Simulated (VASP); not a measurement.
A run of VASP 6.6.1 is set up as follows.

Contents of INCAR:

```
  PREC = Accurate
  ENCUT = 600
  EDIFF = 1E-7
  ISMEAR = 0
  SIGMA = 0.03
  LREAL = False
  LASPH = True
  NELM = 80
  ALGO = Normal
  ISIF = 2
  LWAVE = False
  LCHARG = False
  METAGGA = R2SCAN
  LMIXTAU = True
  IBRION = 2
  NSW = 40
  EDIFFG = -0.01
```

File KPOINTS:

```
regular mesh
0
Gamma
  10 10 10
```

The input POSCAR:

```
InAs                                    
1.0
    0.0000000000      3.1150504473      3.1150504473
    3.1150504473      0.0000000000      3.1150504473
    3.1150504473      3.1150504473      0.0000000000
  In              As            
     1     1
Direct
     0.0000000000000000    0.0000000000000000    0.0000000000000000
     0.2500000000000000    0.2500000000000000    0.2500000000000000
```

Potentials or basis: VASP PAW PBE potentials, release 64 (In_d, As).

Launch:

```sh
$ cat potpaw_PBE.64/In_d/POTCAR potpaw_PBE.64/As/POTCAR > POTCAR
$ mpirun -np 1 vasp_std > vasp.out
```

Task: What does it give for the band gap on the k mesh?

Result: None (metal or under the smearing width).

Final structure:
```cif
data_structure
_symmetry_space_group_name_H-M 'P 1'
_symmetry_Int_Tables_number 1
_cell_length_a 4.4053
_cell_length_b 4.4053
_cell_length_c 4.4053
_cell_angle_alpha 60.000
_cell_angle_beta 60.000
_cell_angle_gamma 60.000
_cell_volume 60.45
loop_
_atom_site_label
_atom_site_type_symbol
_atom_site_fract_x
_atom_site_fract_y
_atom_site_fract_z
_atom_site_occupancy
In1 In 0.00000 0.00000 0.00000 1
As1 As 0.25000 0.25000 0.25000 1
```

Caveat: the relaxation stopped at its first step, so nothing moved.
